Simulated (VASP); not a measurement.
## CaO in VASP 6.6.1, single-point calculation

INCAR

```
IBRION = -1
ISMEAR = -1
ENCUT = 520
GGA = PE
NSW = 0
LREAL = .FALSE.
LASPH = .TRUE.
ISIF = 2
LWAVE = .FALSE.
PREC = Accurate
LMAXMIX = 6
EDIFF = 1E-7
NELM = 66
NBANDS = 9
SIGMA = 0.02
LCHARG = .FALSE.
```

KPOINTS

```
KPOINTS created by Atomic Simulation Environment
0
Gamma
10 10 10
0 0 0
```

POSCAR

```
Ca O
 1.0000000000000000
    -0.0193002784750000    2.3975501188249999    2.3975501188247987
     2.3975501188249999   -0.0193002784750000    2.3975501188247987
     2.3782498404000001    2.3782498404000001    0.0000000000495975
 Ca  O
   1   1
Cartesian
  0.0000000000000000  0.0000000000000000  0.0000000000000000
  2.3782498403750001  2.3782498403750001  2.3975501188495976
```

The recommended PBE PAW datasets give the neutral cell 16 valence electrons.

Command

```
mpirun -np 1 vasp_std
```

OSZICAR

```
N       E                     dE             d eps       ncg     rms          rms(c)
DAV:   1     0.138241857499E+03    0.13824E+03   -0.90794E+03  3078   0.183E+03
DAV:   2    -0.702428495985E+01   -0.14527E+03   -0.14160E+03  3991   0.401E+02
DAV:   3    -0.143002145634E+02   -0.72759E+01   -0.71391E+01  3581   0.923E+01
DAV:   4    -0.145020746443E+02   -0.20186E+00   -0.20164E+00  4195   0.140E+01
DAV:   5    -0.145085271863E+02   -0.64525E-02   -0.64492E-02  3799   0.229E+00    0.857E+00
DAV:   6    -0.128235434733E+02    0.16850E+01   -0.13124E+01  3239   0.368E+01    0.376E+00
DAV:   7    -0.127942557343E+02    0.29288E-01   -0.10362E+00  3917   0.113E+01    0.168E+00
DAV:   8    -0.127941354087E+02    0.12033E-03   -0.66951E-02  3906   0.367E+00    0.275E-01
DAV:   9    -0.127956494992E+02   -0.15141E-02   -0.17448E-02  4215   0.120E+00    0.151E-01
DAV:  10    -0.127959650151E+02   -0.31552E-03   -0.14435E-03  3458   0.419E-01    0.225E-02
DAV:  11    -0.127960035668E+02   -0.38552E-04   -0.12453E-04  3874   0.119E-01    0.130E-02
DAV:  12    -0.127960015365E+02    0.20303E-05   -0.26283E-05  4572   0.600E-02    0.273E-03
DAV:  13    -0.127960013061E+02    0.23041E-06   -0.81558E-07  3541   0.140E-02    0.137E-03
DAV:  14    -0.127960012527E+02    0.53341E-07   -0.18806E-07  2509   0.496E-03
   1 F= -.12796001E+02 E0= -.12796001E+02  d E =-.170256E-12
```

From OUTCAR

```
k-points           NKPTS =    171   k-points in BZ     NKDIM =    171   number of bands    NBANDS=      9

   NELECT =      16.0000    total number of electrons

   dimension x,y,z NGX =    28 NGY =   28 NGZ =   28
   dimension x,y,z NGXF=    56 NGYF=   56 NGZF=   56

  energy-cutoff  :      520.00
  volume of cell :       27.56
      direct lattice vectors                 reciprocal lattice vectors
    -0.019300278  2.397550119  2.397550119    -0.206880823  0.206880823  0.208546214
     2.397550119 -0.019300278  2.397550119     0.206880823 -0.206880823  0.208546214
     2.378249840  2.378249840  0.000000000     0.210238635  0.210238635 -0.208546214

 k-points in reciprocal lattice and weights: KPOINTS created by Atomic Simulation Env
   0.00000000  0.00000000  0.00000000       0.001
   0.10000000  0.00000000 -0.00000000       0.004
   0.20000000  0.00000000 -0.00000000       0.004
   0.30000000  0.00000000 -0.00000000       0.004
   0.40000000  0.00000000 -0.00000000       0.004
   0.50000000  0.00000000 -0.00000000       0.002
   0.10000000  0.10000000 -0.00000000       0.002
   0.20000000  0.10000000 -0.00000000       0.004
   ...

 E-fermi :   2.8746

 k-point     1 :       0.0000    0.0000    0.0000
  band No.  band energies     occupation
      1     -35.2183      2.00000
      2     -15.9776      2.00000
      3     -15.9769      2.00000
      4     -15.9760      2.00000
      5     -13.1555      2.00000
      6       2.3645      2.00000
      7       2.3904      2.00000
      8       2.4185      2.00000
      9       7.1583      0.00000

 k-point     2 :       0.1000    0.0000   -0.0000
  band No.  band energies     occupation
      1     -35.2086      2.00000
      2     -16.1234      2.00000
      3     -15.9818      2.00000
      4     -15.9814      2.00000
      5     -13.0024      2.00000
      6       2.0123      2.00000
      7       2.2418      2.00000
      8       2.2813      2.00000
      9       7.6153      0.00000

 k-point     3 :       0.2000    0.0000   -0.0000
  band No.  band energies     occupation
      1     -35.1829      2.00000
      2     -16.4526      2.00000
      3     -15.9954      2.00000
      4     -15.9939      2.00000
      5     -12.6535      2.00000
      6       1.2412      2.00000
      7       1.9053      2.00000
      8       1.9520      2.00000
      9       8.5368      0.00000

 k-point     4 :       0.3000    0.0000   -0.0000
  band No.  band energies     occupation
      1     -35.1509      2.00000
      2     -16.7930      2.00000
      3     -16.0128      2.00000
      4     -16.0088      2.00000
      5     -12.2867      2.00000
      6       0.4695      2.00000
      7       1.5373      2.00000
      8       1.5912      2.00000
      9       8.8174      0.00000

 k-point     5 :       0.4000    0.0000   -0.0000
  band No.  band energies     occupation
      1     -35.1248      2.00000
      2     -17.0345      2.00000
      3     -16.0266      2.00000
      4     -16.0207      2.00000
      5     -12.0215      2.00000
      6      -0.0735      2.00000
      7       1.2687      2.00000
      8       1.3276      2.00000
      9       9.2199      0.00000

 ...

  Total        0.5317912      0.5317912      0.5273581      0.2095149      0.0000000      0.0000000
  in kB       30.9133988     30.9133988     30.6556998     12.1792514      0.0000000      0.0000000
  external PRESSURE =      30.8274991 kB  Pullay stress =       0.0000000 kB

 POSITION                                       TOTAL-FORCE (eV/Angst)
 -----------------------------------------------------------------------------------
      0.00000      0.00000      0.00000        -0.000000      0.000000     -0.000000
      2.37825      2.37825      2.39755         0.000000     -0.000000      0.000000
 -----------------------------------------------------------------------------------
    total drift:                                0.000000      0.000000      0.000000

  FREE ENERGIE OF THE ION-ELECTRON SYSTEM (eV)
  ---------------------------------------------------
  free  energy   TOTEN  =       -12.7960012527 eV

  energy  without entropy=      -12.7960012527  energy(sigma->0) =      -12.79600125
```

It converged. Results: gap between bands v and c on the k mesh 3.60 eV; least direct gap on the k mesh 3.97 eV; pressure 3.1 GPa. Band v is the last that the valence electrons fill when counted band by band, and c is the next.

For comparison, a separate PBE run of the intended cell, on usual settings and not on those above, gives a gap of 3.60 eV on its mesh and a pressure of 3.1 GPa.

The run above took about 48 s on one core of a shared host (Intel Xeon Platinum 8488C) and held 0.2 GiB at most.
